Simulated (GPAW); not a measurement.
# The basis that the transmission of a Nb chain with two Cu atoms in line needs, part 2 of 2

Aim: T(E), conductance and thermopower of a Nb chain with two Cu atoms in line, and what cheaper settings cost in accuracy.

GPAW 26.7.0; GPAW LCAO, PAW setups; Landauer transmission from Green's functions with principal layers (ASE), zero bias.

So far, transmission at the Fermi level (one spin): step 2 (GPAW, dzp, PBE, GPAW) 0.990; step 3 (basis szp(dzp), PBE, GPAW) 0.970; step 4 (basis sz(dzp), PBE, GPAW) 0.889; step 5 (LDA) 0.994; step 8 (mixing 0.02, mixing history 12, PBE, GPAW) 0.990.

## Step 9: Broadening 1e-05: eta = 1e-05

The broadening keeps the Green's functions finite; too large a value absorbs electrons where channels are open and leaks them where none are.

run.py

```python
import json
import numpy as np
from ase import Atoms
from ase.transport.calculators import TransportCalculator
from gpaw import GPAW, FermiDirac
from gpaw.lcao.tools import get_lcao_hamiltonian
from scipy.linalg import eigh

# The junction with lead layers at both ends, along the third cell vector
device = Atoms(
    ['Nb', 'Nb', 'Nb', 'Nb', 'Nb', 'Nb', 'Nb', 'Cu', 'Cu', 'Nb', 'Nb', 'Nb', 'Nb', 'Nb', 'Nb', 'Nb'],
    positions=[
        [4.50000, 4.50000, 1.17500],
        [4.50000, 4.50000, 3.52500],
        [4.50000, 4.50000, 5.87500],
        [4.50000, 4.50000, 8.22500],
        [4.50000, 4.50000, 10.57500],
        [4.50000, 4.50000, 12.92500],
        [4.50000, 4.50000, 15.27500],
        [4.50000, 4.50000, 17.57300],
        [4.50000, 4.50000, 19.87300],
        [4.50000, 4.50000, 22.17100],
        [4.50000, 4.50000, 24.52100],
        [4.50000, 4.50000, 26.87100],
        [4.50000, 4.50000, 29.22100],
        [4.50000, 4.50000, 31.57100],
        [4.50000, 4.50000, 33.92100],
        [4.50000, 4.50000, 36.27100]],
    cell=[[9.0, 0.0, 0.0], [0.0, 9.0, 0.0], [0.0, 0.0, 37.446]],
    pbc=True)

# One principal layer of the lead: the first 5 atoms of the device
lead = Atoms(
    ['Nb', 'Nb', 'Nb', 'Nb', 'Nb'],
    positions=[
        [4.50000, 4.50000, 1.17500],
        [4.50000, 4.50000, 3.52500],
        [4.50000, 4.50000, 5.87500],
        [4.50000, 4.50000, 8.22500],
        [4.50000, 4.50000, 10.57500]],
    cell=[[9.0, 0.0, 0.0], [0.0, 9.0, 0.0], [0.0, 0.0, 11.75]],
    pbc=True)

settings = dict(mode='lcao', basis='dzp', xc='PBE', h=0.2,
                occupations=FermiDirac(0.1), maxiter=250,
                mixer=dict(beta=0.1, nmaxold=8, weight=100.0),
                convergence=dict(density=0.0001))
energies = np.arange(-2, 2 + 1e-9, 0.05)
eta = 1e-05
n1, n2 = 1, 1
# k and -k transmit alike, so half of the mesh across the current serves
mesh = [(i, j) for i in range(n1) for j in range(n2) if (i, j) <= (-i % n1, -j % n2)]
weights = np.array([1 if (i, j) == (-i % n1, -j % n2) else 2 for i, j in mesh]) / (n1 * n2)

# [... helper functions left out ...]
fermi_lead = ground_state(lead, (1, 1, 10), 'lead.txt')
fermi_device = ground_state(device, (1, 1, 2), 'device.txt')
# [... loop over the mesh left out, but for ...]
        # Shift the lead onto the potential of the device's first layer
        shift = ((H[:, 0, 0] - H0[:, 0, 0]) / S0[0, 0]).real.mean()
# [...]
kT = 8.617333e-5 * 500
bias = [0.1, 0.2, 0.5, 1.0, 1.5, 2.0]
# [... integrals and printing left out ...]
```

Started as:

```sh
> OMP_NUM_THREADS=1 OPENBLAS_NUM_THREADS=1 python run.py
```

Elapsed: 3.7 min, on 1 thread of Arm Neoverse V2, shared host; peak memory 1.5 GiB.

This step gave:

| Item | Value |
| --- | --- |
| conductance | 0.9915 G₀ |
| largest misfit of the first principal layer | 0.04500 eV |
| shift that aligns the lead | -0.008239 eV |
| transmission at the Fermi level (one spin) | 0.9912 |

One spin. Table of transmission, zone mean by energy, zero at the Fermi level:

```csv
energy (eV),"transmission, zone mean"
-2.000,0.157
-1.800,0.585
-1.600,1.06
-1.550,1.09
-1.400,1.05
-1.200,1.00
-1.000,0.978
-0.800,0.969
-0.600,0.976
-0.400,0.979
-0.200,0.983
0.000,0.991
0.200,1.00
0.400,1.02
0.600,1.03
0.800,1.04
1.000,1.06
1.200,1.08
1.400,1.09
1.500,1.09
1.600,1.07
1.800,0.987
2.000,0.971
```

Not self-consistent under bias; the bias window is split evenly. Current through one cell, from the zero-bias transmission against bias:

```csv
bias (V),"current through one cell, from the zero-bias transmission (μA)"
0.100,7.68
0.200,15.4
0.500,38.4
1.000,77.1
1.500,116
2.000,155
```

Transmission of the three most open eigenchannels against energy, zero at the Fermi level:

```csv
energy (eV),channel 1,channel 2,channel 3
-2.00,0.0682,0.0682,0.0201
-1.90,0.166,0.0605,0.0605
-1.80,0.475,0.0553,0.0553
-1.70,0.792,0.0522,0.0522
-1.55,0.995,0.0494,0.0494
-1.45,0.965,0.0477,0.0477
-1.35,0.935,0.0457,0.0457
-1.25,0.913,0.0432,0.0432
-1.15,0.906,0.0404,0.0404
-1.05,0.897,0.0375,0.0375
-0.90,0.891,0.0355,0.0355
-0.80,0.894,0.0343,0.0343
-0.70,0.898,0.0338,0.0338
-0.60,0.902,0.0339,0.0339
-0.50,0.903,0.0344,0.0344
-0.40,0.905,0.0350,0.0350
-0.25,0.908,0.0355,0.0355
-0.15,0.912,0.0352,0.0352
-0.05,0.918,0.0342,0.0342
0.00,0.922,0.0335,0.0335
0.05,0.926,0.0327,0.0327
0.15,0.936,0.0309,0.0309
0.25,0.948,0.0291,0.0291
0.40,0.961,0.0270,0.0270
0.50,0.969,0.0261,0.0261
0.60,0.976,0.0262,0.0262
0.70,0.981,0.0266,0.0266
0.80,0.987,0.0279,0.0279
0.90,0.991,0.0298,0.0298
1.05,0.996,0.0338,0.0338
1.15,0.998,0.0369,0.0369
1.25,1.000,0.0399,0.0399
1.35,1.000,0.0425,0.0425
1.45,0.999,0.0445,0.0445
1.55,0.997,0.0443,0.0443
1.70,0.992,1.7e-4,1.7e-10
1.80,0.987,1.6e-4,2.5e-10
1.90,0.980,1.4e-4,3.1e-12
2.00,0.971,1.3e-4,2.7e-12
```

The conductance equals that of the dzp run to 0.2 %.

## Step 10: Results

```
conductance                                        : 0.991 G₀
transmission at the Fermi level, mean of the spins : 0.990
thermopower                                        : about 0 (under 1.5 μV/K)
```

**Reading.** In the dzp basis the junction conducts 0.991 G₀ at 500 K, with T = 0.990 a spin at the Fermi level; the szp basis reaches that conductance within 10 %. At the Fermi level the three most open eigenchannels pass 0.92, 0.034 and 0.034. Measured against the first run (dzp), the nearest curve is that of dzp-LDA (r.m.s. 0.011) and the farthest that of sz (0.086). Over the compared runs wall time goes from 132 s (sz) to 216 s (dzp), on a shared host. The geometry was built from estimated bond lengths and not relaxed, so the numbers describe this model structure. The run had no spin polarisation, so a magnetic state, which chains and small molecules with open shells often have, wasn't tested. An evenly spaced straight chain is an idealisation: free chains tend to dimerise, zigzag or, where a band edge lies near the Fermi level, turn magnetic. The currents use the zero-bias T(E) throughout, which holds only while the bias is small against the distance to the nearest feature.

[Logs are printed without paths, hosts, clocks, repeated set-up lines and the standing remarks that a program may print on its own settings, such as how far it seeks lower states.]

[Hosts, paths, dates, database ids (printed as entryN), source tags and the programs' standing remarks are cut or masked in the printed files.]
